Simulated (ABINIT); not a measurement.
**BN in ABINIT: the effect of functional**

The system is BN.

```xyz
2
Lattice="0.0000 1.8130 1.8130 1.8130 0.0000 1.8130 1.8130 1.8130 0.0000" Properties=species:S:1:pos:R:3 pbc="T T T"
N     0.9065    0.9065    0.9065
B     0.0000    0.0000    0.0000
```

The cell is a database's computed one.

Alike in all runs:

* Program: ABINIT 10.8.3 (patched build)
* Task: band structure
* Potentials or basis: JTH PAW PBE v2.0
* Cutoff: 844 eV
* k mesh: 13 × 13 × 13
* Occupations: fermi-dirac, width 0.05 eV
* Spin: no spin polarisation

| functional | gap on the mesh (eV) |
| --- | --- |
| PBE | 4.52 |
| LDA | 4.41 |
| PBEsol | 4.34 |
| RPBE | 4.55 |
| BLYP | ? |
| AM05 | 4.35 |
| r2SCAN | 5.02 |
| SCAN | 5.01 |
| revPBE | 4.54 |
| PW91 | 4.57 |
| WC | 4.39 |
| TB-mBJ | 5.96 |

**Question.** What does the run with functional BLYP give?

**Answer.** gap on the mesh 4.93 eV.

Caveats: the constant c of TB-mBJ comes from the pseudo density here, which moves gaps by up to 0.3 eV between sets of potentials (some runs).

A k mesh can miss the band edges.
